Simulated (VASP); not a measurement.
# TiO2 (P4_2/mnm) in VASP: further runs

One crystal, TiO2, is run at these levels: PBE; tasks: dielectric tensor.

Everything below comes from runs of VASP 6.6.1. Logs are shortened: lines on timing, memory, paths and dates and some standing lists are left out, and cuts for length are marked.

## 1. The structure

Symmetry: P4_2/mnm, No. 136, tetragonal system. Conventional cell: a = 4.600 Å, b = 4.600 Å, c = 2.959 Å, α = 90.00°, β = 90.00°, γ = 90.00°. Ti (site symmetry mmm) has 6 O at 1.95 to 1.98 Å as nearest neighbours. Around O (site symmetry m2m) lie 3 Ti at 1.95 to 1.98 Å.

The cell is a database's computed one.

## 2. Dielectric tensor, PBE

INCAR

```
PREC = Accurate
ENCUT = 400
EDIFF = 1E-8
ISMEAR = 0
SIGMA = 0.01
LREAL = False
LASPH = True
NELM = 100
ALGO = Normal
ISIF = 2
LWAVE = False
LCHARG = False
GGA = PE
LEPSILON = True
```

KPOINTS

```
Automatic mesh
0
Gamma
  3 3 4
```

POSCAR

```
TiO2
1.0
    4.5998373239      0.0000000000      0.0000000000
    0.0000000000      4.5998373239      0.0000000000
    0.0000000000      0.0000000000      2.9592135600
Ti O
2 4
Direct
    0.0000000000      0.0000000000      0.5000000000
    0.5000000000      0.5000000000      0.0000000000
    0.3043213200      0.3043213200      0.5000000000
    0.1956786800      0.8043213200      0.0000000000
    0.8043213200      0.1956786800      0.0000000000
    0.6956786800      0.6956786800      0.5000000000
```

Potentials or basis: VASP PAW PBE potentials, release 64 (Ti_sv, O).

Started as:

```sh
$ cat potpaw_PBE.64/Ti_sv/POTCAR potpaw_PBE.64/O/POTCAR > POTCAR
$ mpirun -np 1 vasp_std > vasp.out
```

OUTCAR:

```text
PREC = Accurate
   ENCUT = 400
   EDIFF = 1E-8
   ISMEAR = 0
   LREAL = False
   LASPH = True
   NELM = 100
   ISIF = 2
   GGA = PE
   LEPSILON = True

 Found      9 irreducible k-points:

 Following reciprocal coordinates:
            Coordinates               Weight
  0.000000  0.000000  0.000000      1.000000
  0.333333  0.000000  0.000000      4.000000
  0.333333  0.333333  0.000000      4.000000
  0.000000  0.000000  0.250000      2.000000
  0.333333  0.000000  0.250000      8.000000
  0.333333  0.333333  0.250000      8.000000
   k-points           NKPTS =      9   k-points in BZ     NKDIM =      9   number of bands    NBANDS=     28
   number of dos      NEDOS =    301   number of ions     NIONS =      6
   total plane-waves  NPLWV =  18000
   dimension x,y,z NGX =    30 NGY =   30 NGZ =   20
   dimension x,y,z NGXF=    60 NGYF=   60 NGZF=   40
   ions per type =               2   4
   NGX,Y,Z   is equivalent  to a cutoff of  10.84, 10.84, 11.24 a.u.
   NGXF,Y,Z  is equivalent  to a cutoff of  21.69, 21.69, 22.47 a.u.
 SYSTEM =  unknown system
   PREC   = accura    normal or accurate (medium, high low for compatibility)
   ISTART =      0    job   : 0-new  1-cont  2-samecut
   ICHARG =      2    charge: 1-file 2-atom 10-const
   ISPIN  =      1    spin polarized calculation?
   LNONCOLLINEAR =      F non collinear calculations
   LSORBIT =      F    spin-orbit coupling
   LASPH  =      T    aspherical Exc in radial PAW
   ENCUT  =  400.0 eV  29.40 Ry    5.42 a.u.   7.50  7.50  4.83*2*pi/ulx,y,z
   NELM   =    100;   NELMIN=  2; NELMDL= -5     # of ELM steps
   EDIFF  = 0.1E-07   stopping-criterion for ELM
   LREAL  =      F    real-space projection
   EDIFFG = 0.1E-06   stopping-criterion for IOM
   NSW    =      0    number of steps for IOM
   IBRION =     -1    ionic relax: 0-MD 1-quasi-New 2-CG
   NFREE  =      0    steps in history (QN), initial steepest desc. (CG)
   ISIF   =      2    stress and relaxation
   ISYM   =      2    0-nonsym 1-usesym 2-fastsym
   POTIM  = 0.5000    time-step for ionic-motion
   TEBEG  =    0.0;   TEEND  =   0.0 temperature during run
   PSTRESS=    0.0 pullay stress
   NELECT =      48.0000    total number of electrons
   NUPDOWN=      -1.0000    fix difference up-down
   EMIN   =  10.00;   EMAX   =-10.00  energy-range for DOS
   EFERMI =   0.00;   METHOD = LEGACY
   ISMEAR =     0;   SIGMA  =   0.01  broadening in eV -4-tet -1-fermi 0-gaus
   EFERMI_NEDOS =   21; number of points for ismear=-14 and -15
   IALGO  =     38    algorithm
   IMIX   =      4    mixing-type and parameters
     AMIX     =   0.40;   BMIX     =  1.00
     AMIX_MAG =   1.60;   BMIX_MAG =  1.00
  volume/ion in A,a.u.               =      10.44        70.42
  Fermi-wavevector in a.u.,A,eV,Ry     =   1.498309  2.831394 30.544140  2.244931
  Thomas-Fermi vector in A             =   2.610085
   LORBIT       =      0    0 simple, 1 ext, 2 COOP (PROOUT), +10 PAW based schemes
   GGA     = PE    functional components
   LHFCALC =     F    Hartree Fock is set to
   AEXX    =    0.0000 exact exchange contribution
   IVDW    =     0    specifies the selected vdW correction
   LEPSILON=     T    determine dielectric tensor
   LRPA    =     F    only Hartree local field effects (RPA)
 non-spin polarized calculation
 Gauss-broadening in eV      SIGMA  =   0.01
  energy-cutoff  :      400.00
  volume of cell :       62.61
 maximum number of plane-waves:      1170
 NGX is ok and might be reduce to    30
   NGX = 15   NGY = 15   NGZ =  9

--------------------------------------- Ionic step        1  -------------------------------------------

 number of electron      47.9999973 magnetization

 E-fermi :   4.8894     XC(G=0): -11.3961

 val. band max:        4.8201213878   @ k =   0.0000   0.0000   0.0000
 cond. band min:       6.6601509415   @ k =   0.0000   0.0000   0.0000
 fundamental gap:      1.8400295536
 Fermi energy:         4.8894070669

 k-point     1 :       0.0000    0.0000    0.0000
  band No.  band energies     occupation
      1     -52.1135      2.00000
      2     -52.0975      2.00000
      3     -28.4285      2.00000
      4     -28.4285      2.00000
      5     -28.2649      2.00000
      6     -28.2649      2.00000
[... 20 lines left out ...]
     27       7.1939      0.00000
     28       7.2931      0.00000

 k-point     2 :       0.3333    0.0000    0.0000
  band No.  band energies     occupation
      1     -52.1095      2.00000
      2     -52.1007      2.00000
      3     -28.3968      2.00000
      4     -28.3947      2.00000
      5     -28.3017      2.00000
      6     -28.2995      2.00000
[... 20 lines left out ...]
     27       7.6491      0.00000
     28       7.7233      0.00000

 k-point     3 :       0.3333    0.3333    0.0000
  band No.  band energies     occupation
      1     -52.1074      2.00000
      2     -52.1029      2.00000
      3     -28.4375      2.00000
      4     -28.4032      2.00000
      5     -28.2949      2.00000
      6     -28.2593      2.00000
[... 20 lines left out ...]
     27       7.3094      0.00000
     28       7.6930      0.00000

 k-point     4 :       0.0000    0.0000    0.2500
  band No.  band energies     occupation
      1     -52.0914      2.00000
      2     -52.0790      2.00000
      3     -28.4425      2.00000
      4     -28.4214      2.00000
      5     -28.3682      2.00000
      6     -28.3682      2.00000
[... 20 lines left out ...]
     27       7.6189      0.00000
     28       7.9229      0.00000

 k-point     5 :       0.3333    0.0000    0.2500
  band No.  band energies     occupation
      1     -52.0884      2.00000
      2     -52.0821      2.00000
      3     -28.4511      2.00000
      4     -28.4383      2.00000
      5     -28.3409      2.00000
      6     -28.3338      2.00000
[... 20 lines left out ...]
     27       7.8311      0.00000
     28       7.8675      0.00000

 k-point     6 :       0.3333    0.3333    0.2500
  band No.  band energies     occupation
      1     -52.0866      2.00000
      2     -52.0836      2.00000
      3     -28.4436      2.00000
      4     -28.4334      2.00000
      5     -28.3751      2.00000
      6     -28.3418      2.00000
[... 20 lines left out ...]
     27       7.7130      0.00000
     28       7.9305      0.00000

 [... further k-points ...]

  FORCE on cell =-STRESS in cart. coord.  units (eV):
  Direction    XX          YY          ZZ          XY          YZ          ZX
  --------------------------------------------------------------------------------------
  -------------------------------------------------------------------------------------
  Total       -0.6144697     -0.6144697     -0.6371987      0.0000000      0.0000000      0.0000000
  in kB      -15.7235215    -15.7235215    -16.3051284      0.0000000      0.0000000      0.0000000
  external PRESSURE =     -15.9173905 kB  Pullay stress =       0.0000000 kB

 VOLUME and BASIS-vectors are now :
 -----------------------------------------------------------------------------
  energy-cutoff  :      400.00
  volume of cell :       62.61
      direct lattice vectors                 reciprocal lattice vectors
     4.599837324  0.000000000  0.000000000     0.217398993  0.000000000  0.000000000
     0.000000000  4.599837324  0.000000000     0.000000000  0.217398993  0.000000000
     0.000000000  0.000000000  2.959213560     0.000000000  0.000000000  0.337927622

 POSITION                                       TOTAL-FORCE (eV/Angst)
 -----------------------------------------------------------------------------------
      0.00000      0.00000      1.47961         0.000000     -0.000000     -0.000000
      2.29992      2.29992      0.00000         0.000000     -0.000000     -0.000000
      1.39983      1.39983      1.47961        -0.018914     -0.018914      0.000000
      0.90009      3.69975      0.00000         0.018914     -0.018914     -0.000000
      3.69975      0.90009      0.00000        -0.018914      0.018914     -0.000000
      3.20001      3.20001      1.47961         0.018914      0.018914     -0.000000
 -----------------------------------------------------------------------------------
    total drift:                                0.000000      0.000000     -0.000000

  FREE ENERGIE OF THE ION-ELECTRON SYSTEM (eV)
  ---------------------------------------------------
  free  energy   TOTEN  =       -53.7034512894 eV

  energy  without entropy=      -53.7034512894  energy(sigma->0) =      -53.70345129

 HEAD OF MICROSCOPIC STATIC DIELECTRIC TENSOR (INDEPENDENT PARTICLE, excluding Hartree and local field effects)
 ------------------------------------------------------
           7.768837     0.000000     0.000000
           0.000000     7.768837     0.000000
           0.000000     0.000000     9.325285
 ------------------------------------------------------

 Free energy of the ion-electron system (eV)
  ---------------------------------------------------
  ---------------------------------------------------
  free energy    TOTEN  =        -1.18899221 eV

  energy without entropy =       -1.18899221

------------------------ aborting loop because EDIFF is reached ----------------------------------------

--------------------------------------- Ionic step        2  -------------------------------------------

------------------------ aborting loop because EDIFF is reached ----------------------------------------

--------------------------------------- Ionic step        3  -------------------------------------------

 Free energy of the ion-electron system (eV)
  ---------------------------------------------------
  ---------------------------------------------------
  free energy    TOTEN  =        -1.48907788 eV

  energy without entropy =       -1.48907788

------------------------ aborting loop because EDIFF is reached ----------------------------------------

 PIEZOELECTRIC TENSOR FIELD DIRECTION 3  (e Angst)
 -----------------------------------------------------------------------------
    -0.00233 -0.00000  0.00000           (  0.00006 -0.00000  0.00000)
    -0.00000 -0.00233  0.00000           ( -0.00000  0.00006  0.00000)
     0.00000  0.00000  0.00262           (  0.00000  0.00000 -0.00026)

 PIEZOELECTRIC TENSOR FIELD DIRECTION 3  (C/m^2)
 -----------------------------------------------------------------------------
    -0.00060 -0.00000  0.00000
    -0.00000 -0.00060  0.00000
     0.00000  0.00000  0.00067

 MACROSCOPIC STATIC DIELECTRIC TENSOR (including local field effects in DFT)
 ------------------------------------------------------
           7.561521    -0.000000     0.000000
           0.000000     7.561521     0.000000
           0.000000     0.000000     9.212426
 ------------------------------------------------------

 PIEZOELECTRIC TENSOR (including local field effects)  for field in x, y, z        (e  Angst)
          XX          YY          ZZ          XY          YZ          ZX
  --------------------------------------------------------------------------------
  x     0.00000     0.00000     0.00000     0.00000     0.00000     0.00000
  y     0.00000     0.00000     0.00000     0.00000     0.00000     0.00000
  z     0.00000     0.00000     0.00000     0.00000     0.00000     0.00000

 PIEZOELECTRIC TENSOR (including local field effects)  for field in x, y, z        (C/m^2)
          XX          YY          ZZ          XY          YZ          ZX
  --------------------------------------------------------------------------------
  x     0.00000     0.00000     0.00000     0.00000     0.00000     0.00000
  y     0.00000     0.00000     0.00000     0.00000     0.00000     0.00000
  z     0.00000     0.00000     0.00000     0.00000     0.00000     0.00000

 BORN EFFECTIVE CHARGES (including local field effects) (in |e|, cummulative output)
 ---------------------------------------------------------------------------------
 ion    1
    1     6.42555     1.00729     0.00000
    2     1.00729     6.42555     0.00000
    3     0.00000     0.00000     7.95508
 ion    2
    1     6.42555    -1.00729     0.00000
    2    -1.00729     6.42555     0.00000
    3     0.00000     0.00000     7.95508
 ion    3
    1    -3.21277    -1.87809     0.00000
    2    -1.87809    -3.21277     0.00000
    3     0.00000     0.00000    -3.97754
 ion    4
    1    -3.21277     1.87809     0.00000
    2     1.87809    -3.21277     0.00000
    3     0.00000     0.00000    -3.97754
 ion    5
    1    -3.21277     1.87809     0.00000
    2     1.87809    -3.21277     0.00000
    3     0.00000     0.00000    -3.97754
 ion    6
    1    -3.21277    -1.87809     0.00000
    2    -1.87809    -3.21277     0.00000
    3     0.00000     0.00000    -3.97754
```

Wall time 4.6 min (1 thread of AMD EPYC 7R13 (Zen 3), shared host); peak memory 0.15 GiB.

The run converged, but some of its settings lie outside the range that counts as converged, so its numbers aren't taken as properties of the crystal.

What came out:

| Item | Value |
| --- | --- |
| Band gap on the k mesh | 1.84 eV, direct |
| Electronic dielectric tensor (diagonal) | 7.56, 7.56, 9.21 |
| Born charges (mean of the diagonal) | Ti +6.94; O -3.47 e |

Caveat: the k mesh is coarse (spacing up to 0.53 Å⁻¹), so the values aren't converged; the cutoff is under 1.25 times the usual one of these potentials, so pressure, stress and relaxed cells hold a basis-set (Pulay) error; an odd mesh through Γ misses points on the zone boundary, where band edges often lie.

## 3. Dielectric tensor, PBE

INCAR, as its differences from that of step 2:

```diff
@@ -1,3 +1,3 @@
 PREC = Accurate
-ENCUT = 400
+ENCUT = 460
 EDIFF = 1E-8
```

KPOINTS

```
Automatic mesh
0
Gamma
  3 3 5
```

POSCAR is that of step 2.

Potentials or basis: VASP PAW PBE potentials, release 64 (Ti_sv, O).

Started as:

```sh
$ cat potpaw_PBE.64/Ti_sv/POTCAR potpaw_PBE.64/O/POTCAR > POTCAR
$ mpirun -np 1 vasp_std > vasp.out
```

OUTCAR:

```text
PREC = Accurate
   ENCUT = 460
   EDIFF = 1E-8
   ISMEAR = 0
   LREAL = False
   LASPH = True
   NELM = 100
   ISIF = 2
   GGA = PE
   LEPSILON = True

 Found      9 irreducible k-points:

 Following reciprocal coordinates:
            Coordinates               Weight
  0.000000  0.000000  0.000000      1.000000
  0.333333  0.000000  0.000000      4.000000
  0.333333  0.333333  0.000000      4.000000
  0.000000  0.000000  0.200000      2.000000
  0.333333  0.000000  0.200000      8.000000
  0.333333  0.333333  0.200000      8.000000
   k-points           NKPTS =      9   k-points in BZ     NKDIM =      9   number of bands    NBANDS=     28
   number of dos      NEDOS =    301   number of ions     NIONS =      6
   total plane-waves  NPLWV =  24576
   dimension x,y,z NGX =    32 NGY =   32 NGZ =   24
   dimension x,y,z NGXF=    64 NGYF=   64 NGZF=   48
   ions per type =               2   4
[... 337 lines left out ...]
  --------------------------------------------------------------------------------
  x     0.00000     0.00000     0.00000     0.00000     0.00000     0.00000
  y     0.00000     0.00000     0.00000     0.00000     0.00000     0.00000
  z     0.00000     0.00000     0.00000     0.00000     0.00000     0.00000

 PIEZOELECTRIC TENSOR (including local field effects)  for field in x, y, z        (C/m^2)
          XX          YY          ZZ          XY          YZ          ZX
  --------------------------------------------------------------------------------
  x     0.00000     0.00000     0.00000     0.00000     0.00000     0.00000
  y     0.00000     0.00000     0.00000     0.00000     0.00000     0.00000
  z     0.00000     0.00000     0.00000     0.00000     0.00000     0.00000

 BORN EFFECTIVE CHARGES (including local field effects) (in |e|, cummulative output)
 ---------------------------------------------------------------------------------
 ion    1
    1     6.43839     1.01743     0.00000
    2     1.01743     6.43839     0.00000
    3     0.00000     0.00000     7.82936
 ion    2
    1     6.43839    -1.01743     0.00000
    2    -1.01743     6.43839     0.00000
    3     0.00000     0.00000     7.82936
 ion    3
    1    -3.21920    -1.86579     0.00000
    2    -1.86579    -3.21920     0.00000
    3     0.00000     0.00000    -3.91468
 ion    4
    1    -3.21920     1.86579     0.00000
    2     1.86579    -3.21920     0.00000
    3     0.00000     0.00000    -3.91468
 ion    5
    1    -3.21920     1.86579     0.00000
    2     1.86579    -3.21920     0.00000
    3     0.00000     0.00000    -3.91468
 ion    6
    1    -3.21920    -1.86579     0.00000
    2    -1.86579    -3.21920     0.00000
    3     0.00000     0.00000    -3.91468
```

OSZICAR:

```text
N       E                     dE             d eps       ncg     rms          rms(c)
DAV:   1     0.656813909114E+03    0.65681E+03   -0.23599E+04   512   0.188E+03
DAV:   2     0.575244254807E+02   -0.59929E+03   -0.57640E+03   540   0.571E+02
[... 12 lines left out ...]
RMM:  12    -0.146672967497E+01   -0.14830E-04   -0.13746E-05  1036   0.429E-03    0.241E-04
RMM:  13    -0.146673683801E+01   -0.71630E-05   -0.12430E-05  1138   0.267E-03    0.114E-04
RMM:  14    -0.146673605908E+01    0.77893E-06   -0.63916E-06  1081   0.197E-03    0.606E-05
RMM:  15    -0.146673923505E+01   -0.31760E-05   -0.51127E-06  1075   0.165E-03    0.323E-05
RMM:  16    -0.146673799449E+01    0.12406E-05   -0.48607E-06  1000   0.149E-03    0.172E-05
RMM:  17    -0.146673826874E+01   -0.27425E-06   -0.22058E-06   972   0.142E-03    0.172E-05
RMM:  18    -0.146673866887E+01   -0.40013E-06   -0.15911E-06   930   0.137E-03    0.501E-06
```

stdout:

```text
POSCAR found type information on POSCAR TiO
 POSCAR found :  2 types and       6 ions
 scaLAPACK will be used
 LDA part: xc-table for (Slater+PW92), standard interpolation
 POSCAR, INCAR and KPOINTS ok, starting setup
 FFT: planning ... GRIDC
 FFT: planning ... GRID_SOFT
 FFT: planning ... GRID
 WAVECAR not read
 entering main loop
 Linear response reoptimize wavefunctions to high precision
 Linear response G [H, r] |phi>, progress :
  Direction:   1
 Linear response G [H, r] |phi>, progress :
  Direction:   2
 Linear response G [H, r] |phi>, progress :
  Direction:   3
 Linear response to external field (no local field effect), progress :
  Direction:   1
 dielectric tensor                  component  1 :     8.004    -0.632    -1.371
 Linear response to external field (no local field effect), progress :
  Direction:   2
 dielectric tensor                  component  2 :    -0.632     7.729    -0.285
 Linear response to external field (no local field effect), progress :
  Direction:   3
 dielectric tensor                  component  3 :    -1.371    -0.285     9.199
 Linear response to external field, progress :
  Direction:   1
 dielectric tensor                  component  1 :     7.661    -0.617    -0.843
 Linear response to external field, progress :
  Direction:   2
 dielectric tensor                  component  2 :    -0.617     7.661    -0.843
 Linear response to external field, progress :
  Direction:   3
 dielectric tensor                  component  3 :    -1.369    -0.285     9.087
 Born effective charges drift removed
```

Wall time 4.9 min (1 thread of AMD EPYC 7R13 (Zen 3), shared host); peak memory 0.17 GiB.

These settings aren't checked as converged: the numbers below hold their error.

What came out:

```
Band gap on the k mesh                  : 1.84 eV, direct
Electronic dielectric tensor (diagonal) : 7.66, 7.66, 9.09
Born charges (mean of the diagonal)     : Ti +6.90; O -3.45 e
```

Caveat: the k mesh is coarse (spacing up to 0.46 Å⁻¹), so the values aren't converged; the cutoff is under 1.25 times the usual one of these potentials, so pressure, stress and relaxed cells hold a basis-set (Pulay) error; an odd mesh through Γ misses points on the zone boundary, where band edges often lie.

## 4. For comparison

An earlier run on the cell as given: functional PBEsol; potentials or basis VASP PAW PBE potentials, release 64 (Ti_sv, O); cutoff 520 eV; k mesh 6 × 6 × 9; occupations fermi-dirac, width 0.05 eV; no spin polarisation.

- Pressure: -2.1 GPa
- Largest force: 0.047 eV/Å
- Band gap on the k mesh: 1.80 eV, direct
